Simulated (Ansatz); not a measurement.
# SnO2: straining the crystal, uniaxial strain along c

One table from this session's results is given with a row withheld; the runs are named, their logs left out.

Computed with Ansatz 0.2.0 (DFT PBE, scalar-relativistic, plane waves, PAW, unless a step's input says otherwise).

2 further runs of the same task are left out: 2 set aside as unsound or not needed.

## The system as given

It takes space group P4_2/mnm (No. 136, tetragonal). Conventional cell: a = 4.827 Å, b = 4.827 Å, c = 3.238 Å, α = 90.00°, β = 90.00°, γ = 90.00°. Sn (site symmetry mmm) is surrounded by 6 O at 2.09 Å. O (site symmetry m2m) has 3 Sn at 2.09 Å as nearest neighbours.

Structure file:

```cif
data_structure
_symmetry_space_group_name_H-M 'P4_2/mnm'
_symmetry_Int_Tables_number 136
_cell_length_a 4.8272
_cell_length_b 4.8272
_cell_length_c 3.2382
_cell_angle_alpha 90.000
_cell_angle_beta 90.000
_cell_angle_gamma 90.000
_cell_volume 75.45
loop_
_atom_site_label
_atom_site_type_symbol
_atom_site_symmetry_multiplicity
_atom_site_Wyckoff_symbol
_atom_site_fract_x
_atom_site_fract_y
_atom_site_fract_z
_atom_site_occupancy
Sn1 Sn 2 a 0.50000 0.50000 0.50000 1
O1 O 4 f 0.19342 0.80658 0.50000 1
```

It goes back to an entry of the Materials Project.

This cell was relaxed beforehand with the same method: volume 12.58 Å³/atom, gap on the mesh 0.68 eV.

The unstrained cell was computed beforehand with the same settings: E(σ→0) = -14317.9693 eV for 6 atoms, gap 0.68 eV over the zone.

Set-up of the first run:

The input, input.yaml:

```yaml
crystal:
  lattice:
    - [4.8452923145, 0.0, 0.0]
    - [0.0, 4.8452923145, 0.0]
    - [0.0, 0.0, 3.189579966]
  atoms:
    - { symbol: Sn, position: [0.5, 0.5, 0.5] }
    - { symbol: Sn, position: [0.0, 0.0, 0.0] }
    - { symbol: O, position: [0.1934234765, 0.8065765235, 0.5] }
    - { symbol: O, position: [0.8065765235, 0.1934234765, 0.5] }
    - { symbol: O, position: [0.3065765235, 0.3065765235, 0.0] }
    - { symbol: O, position: [0.6934234765, 0.6934234765, 0.0] }
basis:
  ecutwfc: 420
kpoints:
  mp_grid: { grid: [6, 6, 8] }
hamiltonian:
  xc: pbe
scf:
  occupations: { method: gaussian, width: 0.02 }
output:
  forces: true
  stress: true
  eigenvalues: true
  write_density: true
  write_potential: true
  elf: true
  volumetric_format: npy
relax:
  adjacent_minimum: "off"
  f_tol: 0.008
  max_steps: 40
  cell: { stress_tol: 0.015, fix: [c, angles] }
```

Started as:

```console
ansatz run input.yaml --threads 1 --pin off --max-ram 2560MiB --backend cpu --events-out ev --progress --plain --runs-dir out
```

Steps of the session up to this table: At -1.5 %; Seeking the band edges at -1.5 %; The cell strained by +1.5 %; The gap over the whole zone at +1.5 %; The cell strained by -3.0 %; Band edges over the zone at -3.0 %; Strain +3.0 %; Band edges over the zone at +3.0 %; The cell strained by -4.5 %; The gap over the whole zone at -4.5 %; Strain +4.5 %; The gap over the whole zone at +4.5 %.

One table of the session follows, with a row left open; its other results are not shown here.

Lengths are those of the vectors of the cell that was run; stresses in GPa:

```
strain (%)  ΔE (meV/atom)  a (Å)  b (Å)  c (Å)
      -4.5           25.1  4.909  4.909  3.092
      -3.0           10.7  4.881  4.881  3.141
      -1.5            2.6  4.854  4.854  3.190
      +0.0            0.0  4.827  4.827  3.238
      +1.5              ?      ?      ?      ?
      +3.0            9.3  4.776  4.776  3.335
      +4.5           20.0  4.751  4.751  3.384
```

Q: Estimate the row for strain (%) = +1.5 from the others.

Worked estimate for «ΔE (meV/atom)». A straight line through the neighbours (0.0, 0.0) and (3.0, 9.3) gives 0.0 + (9.3 − 0.0) × (1.5 − 0.0) / (3.0 − 0.0) = 4.7; a parabola fitted to 4 rows on both sides gives 2.4.

The run gave: ΔE (meV/atom): 2.4; a (Å): 4.801; b (Å): 4.801; c (Å): 3.287. In «ΔE (meV/atom)» the line misses by +2.3 and the parabola by 0.0.

ΔE is over the unstrained cell. Stress in GPa, positive in compression, on the Cartesian axes of the input.
